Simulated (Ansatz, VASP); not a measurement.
**One calculation of TaN, two programs**

INCAR

```
SYSTEM = TaN
ALGO = Fast
EDIFF = 1E-6
ENCUT = 520
GGA = PS
ISIF = 2
ISMEAR = 0
LASPH = .TRUE.
LCHARG = .FALSE.
LREAL = .FALSE.
LWAVE = .FALSE.
NBANDS = 15
NELM = 100
PREC = Accurate
SIGMA = 0.15
```

Contents of KPOINTS:

```
k-points
0
G
  18 18 18
  0 0 0
```

File POSCAR:

```
TaN
1.0
    0.0000000000      2.1874436400      2.2749413856
    2.1874436400      0.0000000000      2.2749413856
    2.1874436400      2.1874436400      0.0000000000
Ta N
1 1
Direct
    0.5000000000      0.5000000000      0.5000000000
    0.0000000000      0.0000000000      0.0000000000
```

Input for Ansatz:

```yaml
crystal:
  lattice:
    - [0.0, 2.18744364, 2.2749413856]
    - [2.18744364, 0.0, 2.2749413856]
    - [2.18744364, 2.18744364, 0.0]
  atoms:
    - { symbol: Ta, position: [0.5, 0.5, 0.5] }
    - { symbol: "N", position: [0.0, 0.0, 0.0] }
basis:
  ecutwfc: 520.0
kpoints:
  mp_grid: { grid: [18, 18, 18] }
hamiltonian:
  xc: pbesol
  pseudopotentials: { kind: paw, azcp: { folder: soft_1 } }
scf:
  occupations: { method: gaussian, width: 0.15 }
output:
  forces: true
  stress: true
  eigenvalues: true
```

Change from the starting cell: engineering shear strain xz +0.0000, normal strain along z +0.0400.

Alike in both runs: task single point; functional PBEsol; k mesh 18 × 18 × 18; occupations gaussian, width 0.15 eV; no spin polarisation.

|  | VASP | Ansatz |
| --- | --- | --- |
| version | VASP 6.6.1 | Ansatz 0.2.0 |
| potentials or method | VASP PAW PBE potentials, release 64 (Ta_pv, N) | scalar-relativistic, plane waves, PAW |
| plane-wave cutoff (eV) | 520 | 520 |
| valence electrons in the cell | 16 | 18 |

VASP gave:

| Quantity | Value |
| --- | --- |
| gap on the k mesh at the Fermi level (eV) | none |
| pressure (GPa) | -10.6 |
| largest component of the traceless stress (GPa) | 11.55 |

Task: What did Ansatz give for the same quantities?

Result: gap on the k mesh at the Fermi level (eV): none; pressure (GPa): -11.6; largest component of the traceless stress (GPa): 11.42.

A gap of «none» marks a metal or a gap that the smearing closes. The functional is the same, so the differences come from potentials, cutoffs and numerics. The two sets of potentials don't hold the same shells in valence. Ansatz warned: «pseudo_functional_mismatch».

Caveats: the PAW data sets were made with another functional, which shifts forces and pressure a little (VASP). Spin-orbit coupling is left out, which matters for the levels of Ta.
